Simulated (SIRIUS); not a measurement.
MnS under changes of volume

One of the cells (17.667 Å³/atom); the others are scaled copies at fixed shape and fractional positions:

```xyz
2
Lattice="0.0000 2.6045 2.6045 2.6045 0.0000 2.6045 2.6045 2.6045 0.0000" Properties=species:S:1:pos:R:3 pbc="T T T"
Mn    0.0000    0.0000    0.0000
S     2.6045    2.6045    2.6045
```

| Property | Result |
| --- | --- |
| Program | SIRIUS 7.12.0 |
| Functional | PBEsol |
| Potentials or basis | all-electron FP-LAPW |
| Cutoff | 183 eV |
| Basis | apw+lo standard |
| k mesh | 9 × 9 × 9 |
| Occupations | fermi-dirac, width 0.05 eV |
| Spin | collinear spin, ferromagnetic start |
| Starting moments | [4.0, 0.0] μB |

| volume (Å³/atom) | energy over the lowest point (meV/atom) | moment (μB per cell) |
| --- | --- | --- |
| 16.607 | 0.00 | 4.47 |
| 16.961 | 11.89 | 4.55 |
| 17.314 | ? | ? |
| 17.667 | 40.78 | 4.67 |
| 18.021 | 58.18 | 4.71 |
| 18.374 | 77.21 | 4.75 |
| 18.727 | 97.73 | 4.79 |

Task: What does the run at 17.314 Å³/atom give?

Result: Energy over the lowest point 25.49 meV/atom; moment 4.62 μB per cell.

Worked out: A Birch-Murnaghan fit of order 3 (a polynomial in V^(-2/3)) to the other rows has no minimum within the range. It gives 25.43 meV/atom at 17.314 Å³/atom, against the run's 25.49. A parabola through the other rows of the moment, of slope 0.17 μB per Å³/atom there, gives 4.61 μB, against the run's 4.62.

Energies are extrapolated to zero smearing.

Caveats: a cell with one magnetic atom can't hold antiferromagnetic order, which such compounds often take.
